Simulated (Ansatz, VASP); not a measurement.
Hg: VASP beside Ansatz

File INCAR:

```
SYSTEM = Hg
PREC = Accurate
ENCUT = 520
EDIFF = 1E-8
ISMEAR = -1
SIGMA = 0.05
LREAL = .FALSE.
LASPH = .TRUE.
NELM = 60
ALGO = Normal
ISIF = 2
LWAVE = .FALSE.
LCHARG = .FALSE.
GGA = PS
LEFG = .TRUE.
NBANDS = 25
```

Contents of KPOINTS:

```
regular mesh
0
G
  8 8 9
  0 0 0
```

File POSCAR:

```
Hg
1.0
    4.4492019804      0.0000000000      0.0000000000
   -2.2246009902      3.8531219415      0.0000000000
    0.0000000000      0.0000000000      3.8700000000
Hg
3
Direct
    0.3333333333      0.6666666667      0.5000000000
    0.0000000000      0.0000000000      0.0000000000
    0.6666666667      0.3333333333      0.5000000000
```

Input for Ansatz:

```yaml
crystal:
  lattice:
    - [4.4492019804, 0.0, 0.0]
    - [-2.2246009902, 3.8531219415, 0.0]
    - [0.0, 0.0, 3.87]
  atoms:
    - { symbol: Hg, position: [0.3333333333, 0.6666666667, 0.5] }
    - { symbol: Hg, position: [0.0, 0.0, 0.0] }
    - { symbol: Hg, position: [0.6666666667, 0.3333333333, 0.5] }
kpoints:
  mp_grid: { grid: [8, 8, 9] }
scf:
  occupations: { method: fermi_dirac, width: 0.05 }
hamiltonian:
  xc: pbesol
  pseudopotentials: { kind: all_electron, datasets: crystal }
output:
  forces: true
  stress: true
  eigenvalues: true
  efg: { contact_densities: true }
```

Change from the starting cell: equal xx and yy strain of -2 %, crystal datasets.

Alike in both runs: task electric field gradients; functional PBEsol; k mesh 8 × 8 × 9; occupations fermi-dirac, width 0.05 eV; no spin polarisation.

|  | VASP | Ansatz |
| --- | --- | --- |
| version | VASP 6.6.1 | Ansatz 0.2.0 |
| potentials or method | VASP PAW PBE potentials, release 64 (Hg) | all-electron PAW with datasets made for the crystal, scalar-relativistic |
| plane-wave cutoff (eV) | 520 | see its input |

Ansatz gave:

| Property | Result |
| --- | --- |
| pressure (GPa) | 12.4 |
| largest component of the traceless stress (GPa) | 11.61 |
| Vzz of the field gradient on the site that differs most (V/Å²) | 278.9 |

Task: What did VASP give for the same quantities?

Result: Pressure (GPa): 13.5; largest component of the traceless stress (GPa): 12.38; Vzz of the field gradient on the site that differs most (V/Å²): 375.1.

Ansatz ran all-electron here, so the differences hold the error of VASP's frozen core and of both bases. Ansatz warned: «gradients_without_spin_orbit».

Caveats: the PAW data sets were made with another functional, which shifts forces and pressure a little (VASP). The runs have no spin-orbit coupling, so splittings on Hg are missing.
